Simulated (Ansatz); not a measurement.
# Σ5 (310) boundary in fcc Pt with Mg (substitutional): structure and resistance, part 2 of 2

Aim: the relaxed structure and the specific resistance of the Σ5 (310) boundary in fcc Pt with Mg (substitutional).

Ansatz 0.2.0; Ansatz plane-wave DFT, PBE, PAW files; relaxation of a bicrystal slab with its lowest layers held; PAW set soft_1 (the session's first sound run).

So far. Step 2 (Relaxing the bicrystal): The largest force component on a free atom ends at 0.023 eV/Å, under the tolerance of 0.03, after 12 steps.

### 3. Transmission across the boundary

Bulk layers of each grain are laid under and over the relaxed boundary, and a lead is named in the middle of each, away from the free faces. The mesh across the current, 10×16, is finer than the density's, because channels open and close sharply across the zone. Energies from -0.1 to 0.1 eV in steps of 0.05 eV are too few for the program's thermal sum, so it prints no conductance; for a metal the transmission near the Fermi level serves, at a fraction of the cost.

This step: Ansatz plane-wave DFT, PBE, PAW files; ballistic transport by layer matching (Landauer), zero bias; boundary relaxed in a short slab, bulk layers laid on; PAW set soft_1 (Ansatz 0.2.0).

System of this step: Σ5 (310) boundary in fcc Pt with Mg (substitutional). The cell holds 68 atoms: 67 Pt and 1 Mg. Cell: a = 6.201 Å, b = 3.922 Å, c = 50.275 Å, α = 90.0°, β = 90.0°, γ = 90.0°. It derives from Pt. Regions: lower grain, 28 atoms (28 Pt); boundary, 18 atoms (17 Pt and 1 Mg); upper grain, 22 atoms (22 Pt). Vacuum lies along c.

input.yaml

```yaml
crystal:
  lattice:
    - [6.2009102638, 0.0, 0.0]
    - [0.0, 3.9218, 0.0]
    - [0.0, 0.0, 50.2747569825]
  atoms:
    - { symbol: Pt, position: [11.0999999997, -18.5, 0.0795627914] }
    - { symbol: Pt, position: [10.7999999997, -18.0, 0.0918968346] }
    - { symbol: Pt, position: [10.4999999997, -17.5, 0.1042308778] }
    - { symbol: Pt, position: [10.1999999997, -17.0, 0.1165649211] }
    - { symbol: Pt, position: [9.8999999997, -16.5, 0.1288989643] }
    - { symbol: Pt, position: [9.5999999998, -16.0, 0.1412330075] }
    - { symbol: Pt, position: [9.2999999998, -15.5, 0.1535670508] }
    - { symbol: Pt, position: [8.9999999998, -15.0, 0.165901094] }
    - { symbol: Pt, position: [8.6999999998, -14.5, 0.1782351373] }
    - { symbol: Pt, position: [8.3999999998, -14.0, 0.1905691805] }
    - { symbol: Pt, position: [8.0999999998, -13.5, 0.2029032237] }
    - { symbol: Pt, position: [7.7999999998, -13.0, 0.215237267] }
    - { symbol: Pt, position: [7.4999999998, -12.5, 0.2275713102] }
    - { symbol: Pt, position: [7.1999999998, -12.0, 0.2399053534] }
    - { symbol: Pt, position: [6.8999999998, -11.5, 0.2522393967] }
    - { symbol: Pt, position: [6.5999999998, -11.0, 0.2645734399] }
    - { symbol: Pt, position: [6.2999999998, -10.5, 0.2769074832] }
    - { symbol: Pt, position: [5.9999999998, -10.0, 0.2892415264] }
    - { symbol: Pt, position: [5.6999999998, -9.5, 0.3015755696] }
    - { symbol: Pt, position: [5.3999999998, -9.0, 0.3139096129] }
    - { symbol: Pt, position: [5.0999999998, -8.5, 0.3262436561] }
    - { symbol: Pt, position: [4.7999999999, -8.0, 0.3385776993] }
    - { symbol: Pt, position: [4.4999999999, -7.5, 0.3509117426] }
    - { symbol: Pt, position: [4.1999999999, -7.0, 0.3632457858] }
    - { symbol: Pt, position: [3.8999999999, -6.5, 0.3755798291] }
    - { symbol: Pt, position: [3.5999999999, -6.0, 0.3879138723] }
    - { symbol: Pt, position: [3.2999999999, -5.5, 0.4002479155] }
    - { symbol: Pt, position: [2.9999999999, -5.0, 0.4125819588] }
    - { symbol: Pt, position: [0.6999999999, 0.5, 0.424916002] }
    - { symbol: Pt, position: [0.3919589227, 0.0, 0.4381410481] }
    - { symbol: Pt, position: [0.0909145015, 0.5, 0.4512705824] }
    - { symbol: Pt, position: [0.7915891857, 0.0, 0.4632310201] }
    - { symbol: Pt, position: [0.4942590518, 0.5, 0.4756417705] }
    - { symbol: Pt, position: [0.18412001, 0.0, 0.4894996449] }
    - { symbol: Pt, position: [0.8879141244, 0.5, 0.5032044309] }
    - { symbol: Pt, position: [0.5972923439, 0.0, 0.5139733086] }
    - { symbol: Pt, position: [0.3010842036, 0.5, 0.526145171] }
    - { symbol: Mg, position: [-0.0222433245, 0.0, 0.5382895688] }
    - { symbol: Pt, position: [0.3845115765, 0.0, 0.5615436] }
    - { symbol: Pt, position: [0.7029984532, 0.5, 0.568454047] }
    - { symbol: Pt, position: [-0.0185183275, 0.0, 0.588174391] }
    - { symbol: Pt, position: [0.2844226182, 0.5, 0.597671377] }
    - { symbol: Pt, position: [0.5850522051, 0.0, 0.6103671447] }
    - { symbol: Pt, position: [-0.1143822359, 0.5, 0.6241383312] }
    - { symbol: Pt, position: [0.1925699938, 0.0, 0.6370697706] }
    - { symbol: Pt, position: [0.4895958351, 0.5, 0.6490882574] }
    - { symbol: Pt, position: [2.7895958351, -5.0, 0.6614223007] }
    - { symbol: Pt, position: [3.089595835, -5.5, 0.6737563439] }
    - { symbol: Pt, position: [3.389595835, -6.0, 0.6860903871] }
    - { symbol: Pt, position: [3.689595835, -6.5, 0.6984244304] }
    - { symbol: Pt, position: [3.989595835, -7.0, 0.7107584736] }
    - { symbol: Pt, position: [4.289595835, -7.5, 0.7230925168] }
    - { symbol: Pt, position: [4.589595835, -8.0, 0.7354265601] }
    - { symbol: Pt, position: [4.889595835, -8.5, 0.7477606033] }
    - { symbol: Pt, position: [5.189595835, -9.0, 0.7600946466] }
    - { symbol: Pt, position: [5.489595835, -9.5, 0.7724286898] }
    - { symbol: Pt, position: [5.789595835, -10.0, 0.784762733] }
    - { symbol: Pt, position: [6.089595835, -10.5, 0.7970967763] }
    - { symbol: Pt, position: [6.389595835, -11.0, 0.8094308195] }
    - { symbol: Pt, position: [6.689595835, -11.5, 0.8217648627] }
    - { symbol: Pt, position: [6.989595835, -12.0, 0.834098906] }
    - { symbol: Pt, position: [7.289595835, -12.5, 0.8464329492] }
    - { symbol: Pt, position: [7.589595835, -13.0, 0.8587669925] }
    - { symbol: Pt, position: [7.8895958349, -13.5, 0.8711010357] }
    - { symbol: Pt, position: [8.1895958349, -14.0, 0.8834350789] }
    - { symbol: Pt, position: [8.4895958349, -14.5, 0.8957691222] }
    - { symbol: Pt, position: [8.7895958349, -15.0, 0.9081031654] }
    - { symbol: Pt, position: [9.0895958349, -15.5, 0.9204372086] }
kpoints:
  mp_grid: { grid: [4, 7, 1] }
hamiltonian:
  xc: pbe
  pseudopotentials: { kind: paw, azcp: { folder: soft_1 } }
scf:
  occupations: { method: fermi_dirac, width: 0.1 }
output:
  transmission:
    leads: [[15, 16], [55, 56]]
    kmesh: [10, 16]
    e_range: [-0.1, 0.1]
    de: 0.05
  write_potential: true
  write_density: true
  volumetric_format: npy
  elf: true
```

Started as:

```bash
> ansatz run input.yaml --threads 4 --pin off --max-ram 15360MiB --backend cpu --events-out ev --progress --plain --runs-dir out
```

Numbers of over 12 decimals in the logs are rounded to 6 here.

The log of the run:

```text
[...]
Crystal: 68 atoms, lattice volume = 1222.618 Å³
Basis set: ecut = 420 eV, 24009 PW (Γ)
Bands: 730, of which v1, the nominal top of the filled ones, is band 608 counted from 1 (607 counted from 0)
Symmetry: 2 space group operations
[...]
k-points: 12 of 28 (time reversal used)
[...]
SCF iter   1: F=—  HF=-841098.787377 eV  |F-HF|=—  |Δ(HF+E_count)|=         —  Δρ=8.17e-2  dr2=2.19e2  ethr=3.10e-3  ⟨swp⟩=6.0  Hψ=31096  notcnv=0  defer=344
[...]
SCF iter  13: F=-841075.140696 eV  HF=-841075.140696 eV  |F-HF|=5.20e-8  |Δ(HF+E_count)|=   2.11e-8  Δρ=1.07e-6  dr2=5.50e-8  ethr=8.22e-12  ⟨swp⟩=11.2  Hψ=31988  notcnv=0
SCF 1 converged in 13 iterations: F = -841075.140696 eV  dr2 = 5.50e-8
[...]
transmission: 364 of 3618 steps passed
transmission: 726 of 3618 steps passed
[...]
transmission: 3618 of 3618 steps passed
WARN: The output density's exchange-correlation potential varies sharply where the density is thin. Do not read a vacuum level from v_tot or v_xc, or from such a field of the output density. On a cell that repeats whose density bears no net charge and no dipole along the vacuum's axis use v_es (v_loc + v_h of the components); under efield.dipole_correction with no amplitude use v_es + v_field, which holds any externa [...]
SCF converged after 13 iterations
Free energy (F): -841075.140696 eV
[...]
Internal energy: -841071.524401 eV  (E = F + TS)
E sigma→0 (E₀):  -841073.332548 eV
Entropy (-TS):   -3.616295 eV (-53.181 meV/atom)
Fermi energy:    18.529860 eV
[...]
--- Band table (eV; the first three rows and the last of 12) ---
  k-point 0: bands = [... 604 lower, 18.5084, 18.5483, 18.5617, 18.5915, 18.6021, 18.6243, 18.6656, 18.6802, ... 118 higher]
  k-point 1: bands = [... 604 lower, 18.5735, 18.5865, 18.5882, 18.5982, 18.6053, 18.6185, 18.6299, 18.6399, ... 118 higher]
  k-point 2: bands = [... 604 lower, 18.4096, 18.4259, 18.4353, 18.4448, 18.4652, 18.4757, 18.4862, 18.5300, ... 118 higher]
  k-point 11: bands = [... 604 lower, 18.4882, 18.5128, 18.5236, 18.5571, 18.5806, 18.6163, 18.6240, 18.6555, ... 118 higher]
--- Transmission ---
  basis      : 217 plane waves across, 67 finite elements along
  points     : 54, standing for a mesh of 10 x 16
  energies   : 5 from -0.100000 to 0.100000 eV about the Fermi level, 0.050000 eV apart; the leads are filled to 0.000000 eV, and channels, transmission and decay are at 0.000000 eV
  crystal 0  : Pt4, at the sites [15, 16], period 2.4804 Å, over 17.98 Å; its Hamiltonian steps by up to 21.2 meV
    offset         : up to 0.0000 Å between an atom of the period and one for which it stands
    channels       : 6.668750e0 a spin
    conductance    : none, the energies end too early or step too widely for 300 K: set another output.transmission.e_range or a lower de, or, where they end at an eighth of basis.ecutwfc, a higher one
[...]
channels       : 6.668750e0 a spin
[...]
junction   : crystal 0 to crystal 1, 13.61 to 37.28 Å
    transmission   : 2.278736e0 a spin
[...]
```

Run time: 33 min. Hardware: 4 threads of Arm Neoverse V1, shared host; peak memory 12 GiB.

The column dr2 measures how far the density is from self-consistency, as an energy; F and HF (Harris–Foulkes) agree once it is small.

Numbers from this step:

```yaml
free_energy: -841075.1407 eV
energy_at_zero_smearing: -841073.3325 eV
fermi_energy: 18.53 eV
cell_area: 24.32 Å²
transmission_per_spin_nearest_the_fermi_level: 2.279
open_channels_per_spin_nearest_the_fermi_level: 6.669
open_channels_per_spin_upper_lead: 6.669
step_of_the_lead_s_potential: 21.2 meV
step_of_the_upper_lead_s_potential: 20.8 meV
```

Per spin. The transmission, zone mean by energy, zero at the Fermi level:

| energy (eV) | transmission, zone mean |
| --- | --- |
| -0.1000 | 2.45 |
| -0.0500 | 2.39 |
| 0.0000 | 2.28 |
| 0.0500 | 2.14 |
| 0.1000 | 2.09 |

Per spin. Open channels, zone mean against energy, zero at the Fermi level:

| energy (eV) | lead | upper lead |
| --- | --- | --- |
| -0.1000 | 7.56 | 7.56 |
| -0.0500 | 7.24 | 7.21 |
| 0.0000 | 6.67 | 6.67 |
| 0.0500 | 5.96 | 5.91 |
| 0.1000 | 5.28 | 5.32 |

Transmission over k1 and k2. At 0.0000 eV from the Fermi level.

Ten even steps from '0' (1.60) to '9' (3.07):
```
3641525146
1456626654
1445818544
2346717643
3335747533
4533090335
4223797322
7622999226
4223797322
4533090335
3335747533
2346717643
1445818544
1456626654
3641525146
1171000171
```
Columns: k1 (b1) from -0.5 to 0.4; rows upwards: k2 (b2) from -0.5 to 0.438.

Open channels over k1 and k2. At 0.0000 eV from the Fermi level.

Ten even steps from '0' (2.0) to '9' (10.0):
```
5672353276
5588626885
5678858876
5658858856
5556979655
5335383533
7535666535
7655666556
7535666535
5335383533
5556979655
5658858856
5678858876
5588626885
5672353276
7720222027
```
Columns: k1 (b1) from -0.5 to 0.4; rows upwards: k2 (b2) from -0.5 to 0.438.

Electrostatic potential energy in the ca plane at fractional y = 0.000, with atoms of Pt and Mg within 0.2 Å of it. With pseudopotentials it is smooth inside the atoms' cores, unlike the true potential.

Ten even steps from '0' (-56 eV) to '9' (22 eV), each cell a mean:
```
99961003899888999999850027972001699999988899
99985236998433699999973368984214799999633589
99998789996100389999998889998667999998300169
98889999995100279998899999999999999997200159
75458999997211489864579999999998657998411269
41026999998655799620148999999984113799755689
30004899999999999510027999999972001599998999
41015998778999999620038998789973001699999987
74358986223799999853469963247986324899999732
98899983001599999998899840015899878999998510
89999983001599998999999830004899999888998510
68999985213799854689999852126999998644699631
37999998667998510269999986568999996200379876
27999999999998300048999999999999995100279999
37987558999998410158998899998778996200389999
79972114899999743589985478985224898644799999
99951002799999988899850038972001699988999999
```
Columns run along c (16.0 Å, from fractional 0.37 to 0.69 of the cell; values clipped at the 3rd and 97th percentile), rows up along a (6.2 Å). Atoms in or near the plane, at fractional coordinates: Pt at (0.39, 0.60), Pt at (0.41, 0.00), Pt at (0.44, 0.39), Pt at (0.46, 0.79), Pt at (0.49, 0.18), Pt at (0.51, 0.60), Mg at (0.54, 0.98), Pt at (0.56, 0.38), Pt at (0.59, 0.98), Pt at (0.61, 0.59), Pt at (0.64, 0.19), Pt at (0.66, 0.79), Pt at (0.69, 0.39).

Valence density in the ca plane at fractional y = 0.000, with atoms of Pt and Mg within 0.2 Å of it. It is the smooth field of the valence electrons, not physical close to the nuclei.

Ten steps, logarithmic in the rise over the least value, from '0' (0 e/Å³) to '9' (21 e/Å³), each cell a mean:
```
00247886311233211000049971137887410011233211
00135664213566420000016630125775310002466531
00112332124788631001101100013443210013688742
12221110024788631122211000001122221113688752
35542100013677521245531000000013453212577641
57874100012454311467762100000125776311355421
68875211111222112578863101110136887421122211
57874212333210001478763122321136887410001233
35653124676310001246542246653224665310001367
22221136887520001122211367875212332111002578
21100136887521122211101368875211111222112578
42100025676311355421000257764100012465422467
63100112443212577742000124542100014687631234
74111222211013688752000011221111114788731111
63124543110002578752000000112343114677631001
32246775210001356531014520125675312455320001
11257886310011223210049961136887411122211001
```
Columns run along c (16.0 Å, from fractional 0.37 to 0.69 of the cell), rows up along a (6.2 Å). Atoms in or near the plane, at fractional coordinates: Pt at (0.39, 0.60), Pt at (0.41, 0.00), Pt at (0.44, 0.39), Pt at (0.46, 0.79), Pt at (0.49, 0.18), Pt at (0.51, 0.60), Mg at (0.54, 0.98), Pt at (0.56, 0.38), Pt at (0.59, 0.98), Pt at (0.61, 0.59), Pt at (0.64, 0.19), Pt at (0.66, 0.79), Pt at (0.69, 0.39).

ELF in the ca plane at fractional y = 0.000, with atoms of Pt and Mg within 0.2 Å of it. It is the smooth field of the valence electrons, not physical close to the nuclei.

Values, 9 rows by 16 columns, each cell a mean:
```
0.17 0.46 0.51 0.26 0.42 0.29 0.19 0.15 0.26 0.26 0.54 0.48 0.17 0.23 0.41 0.30
0.21 0.28 0.27 0.31 0.58 0.41 0.20 0.28 0.13 0.20 0.32 0.31 0.19 0.31 0.58 0.41
0.47 0.38 0.16 0.26 0.53 0.37 0.37 0.50 0.28 0.13 0.18 0.37 0.41 0.29 0.54 0.36
0.57 0.49 0.21 0.26 0.28 0.22 0.45 0.57 0.29 0.22 0.21 0.52 0.55 0.23 0.26 0.27
0.43 0.37 0.36 0.52 0.26 0.15 0.36 0.47 0.32 0.50 0.35 0.43 0.44 0.18 0.19 0.48
0.26 0.18 0.41 0.58 0.32 0.24 0.26 0.21 0.33 0.58 0.40 0.21 0.27 0.30 0.26 0.56
0.37 0.16 0.29 0.43 0.26 0.50 0.47 0.20 0.28 0.47 0.28 0.15 0.36 0.56 0.32 0.41
0.39 0.32 0.35 0.21 0.20 0.54 0.54 0.24 0.16 0.32 0.30 0.28 0.38 0.58 0.32 0.18
0.26 0.49 0.55 0.21 0.19 0.36 0.37 0.19 0.25 0.26 0.52 0.49 0.26 0.37 0.23 0.18
```
Columns run along c (16.0 Å, from fractional 0.37 to 0.69 of the cell), rows up along a (6.2 Å). Atoms in or near the plane, at fractional coordinates: Pt at (0.39, 0.60), Pt at (0.41, 0.00), Pt at (0.44, 0.39), Pt at (0.46, 0.79), Pt at (0.49, 0.18), Pt at (0.51, 0.60), Mg at (0.54, 0.98), Pt at (0.56, 0.38), Pt at (0.59, 0.98), Pt at (0.61, 0.59), Pt at (0.64, 0.19), Pt at (0.66, 0.79), Pt at (0.69, 0.39).

Over the solved energies the transmission per spin lies between 2.09 and 2.45, out of 6.54 channels of the lead on average (up to 7.56).

### 4. Specific resistance

This step: Ansatz plane-wave DFT, PBE, PAW files; ballistic transport by layer matching (Landauer), zero bias; specific resistance of the boundary; PAW set soft_1 (Ansatz 0.2.0).

This step gave:

* area resistance: 0.9021 fΩ m²
* T over the leads' mean channel count: 0.3473

Averaged over the energies near the Fermi level, 34.7 % of the channels pass, which makes 0.902 fΩ m².

By hand, with T and the leads' channels N averaged over the energies near the Fermi level: RA = A (h/2e²)(1/T − ½[1/N₁ + 1/N₂]) = 24.32×10⁻²⁰ m² × 12 906 Ω × (1/2.271 − ½[1/6.541 + 1/6.534]) = 0.902 fΩ m².

### 5. What came out

- specific resistance of the boundary: 0.902 fΩ m²
- share of channels that pass: 0.347

The boundary has a specific resistance of 0.90 fΩ m². The boundary reflects 65 % of the channels; 0.90 fΩ m² is 9.0×10⁻¹² Ω·cm². That equals the resistance of 8.4 nm of bulk Pt at 300 K (measured 10.8 µΩ cm, CRC Handbook of Chemistry and Physics, 84th ed., 2003, Electrical Resistivity of Pure Metals). One Mg in 24.3 Å² of boundary is a high coverage. In the relaxation the upper grain slid sideways by about 1.3 Å, so the result belongs to the position that it found, not to the starting one. Each plane of this narrow cell holds one atom, so the solute fills a whole plane. One starting structure was relaxed; another shift or atom count at the boundary may lie lower. Spin-orbit coupling is left out, which matters for Pt.

[Logs are printed without paths, hosts, clocks, repeated set-up lines and the standing remarks that a program may print on its own settings, such as how far it seeks lower states.]

[Hosts, paths, dates, database ids (printed as entryN), source tags and the programs' standing remarks are cut or masked in the printed files.]
